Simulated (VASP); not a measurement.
Crystal: Si.

```
CELL_PARAMETERS angstrom
3.19539 0.00000 0.00000
-0.67653 4.15873 0.00000
-1.53481 0.08737 3.59190
ATOMIC_POSITIONS crystal
Si 0.54189 0.28450 0.88543
Si 0.65267 0.48249 0.21583
```

The cell was built by a generator and needn't be a form met in nature.

The cell isn't the ideal one: random cell without symmetry.

| Property | Result |
| --- | --- |
| Program | VASP 6.6.1 |
| Task | relaxation of cell and atoms |
| Functional | PBE |
| Potentials or basis | VASP PAW PBE potentials, release 64 (Si) |
| Cutoff | 600 eV |
| k mesh | 6 × 4 × 6 |
| Occupations | gaussian, width 0.1 eV |
| Spin | no spin polarisation |

At the start: pressure 66.3 GPa; volume 23.87 Å³/atom.

Problem. Where does the relaxation end?

Solution. Over 54 steps the energy falls by 6047.9 meV/atom and the volume is 15.22 Å³/atom (-36.2 %); space group P-1 (No. 2, to 0.05 Å).

Step by step:
| step | energy change (eV) | largest force (eV/Å) | pressure (GPa) | volume (Å³) |
| --- | --- | --- | --- | --- |
| 1 | 0.0000 | 42.2742 | 66.27 | 47.73 |
| 3 | -7.9765 | 9.3064 | 6.02 | 109.05 |
| 5 | -9.5632 | 0.8799 | -2.95 | 89.57 |
| 7 | -10.0913 | 1.0185 | -7.74 | 58.53 |
| 9 | -10.2770 | 1.9456 | -7.03 | 50.45 |
| 11 | -10.3933 | 1.9420 | -7.13 | 48.41 |
| 13 | -10.4307 | 1.9345 | -7.27 | 47.90 |
| 15 | -10.4408 | 1.9326 | -7.31 | 47.77 |
| 17 | -10.4434 | 1.9320 | -7.32 | 47.74 |
| 19 | -10.4441 | 1.9320 | -7.33 | 47.73 |
| 21 | -11.4514 | 0.8419 | -8.25 | 38.38 |
| 23 | -11.6622 | 1.0997 | 0.09 | 33.02 |
| 25 | -11.8424 | 1.3103 | 5.54 | 29.45 |
| 27 | -11.9638 | 0.5659 | 5.22 | 28.92 |
| 29 | -12.0242 | 0.3948 | 1.94 | 29.66 |
| 31 | -12.0568 | 0.1564 | -1.45 | 30.59 |
| 33 | -12.0695 | 0.1057 | -0.12 | 30.25 |
| 35 | -12.0739 | 0.0850 | 0.47 | 30.13 |
| 37 | -12.0806 | 0.1182 | -0.60 | 30.51 |
| 39 | -12.0811 | 0.1258 | -0.79 | 30.57 |
| 41 | -12.0823 | 0.1296 | -0.91 | 30.62 |
| 43 | -12.0838 | 0.1353 | -1.04 | 30.68 |
| 45 | -12.0903 | 0.1293 | -0.65 | 30.59 |
| 47 | -12.0933 | 0.1218 | -0.11 | 30.46 |
| 49 | -12.0944 | 0.0934 | -0.01 | 30.42 |
| 51 | -12.0948 | 0.0668 | 0.13 | 30.38 |
| 53 | -12.0956 | 0.0442 | 0.02 | 30.42 |
| 54 | -12.0958 | 0.0380 | 0.00 | 30.43 |

Final structure:
```
CELL_PARAMETERS angstrom
2.56941 0.25987 0.02335
-0.17454 3.61093 0.04612
-1.19860 -0.01049 3.25444
ATOMIC_POSITIONS crystal
Si 0.47594 0.13859 0.77305
Si 0.71862 0.62841 0.32822
```

Caveat: the k mesh is coarse (spacing up to 0.38 Å⁻¹), so the values aren't converged; the volume moved by over 15 % at a fixed basis, so the end points are rough.
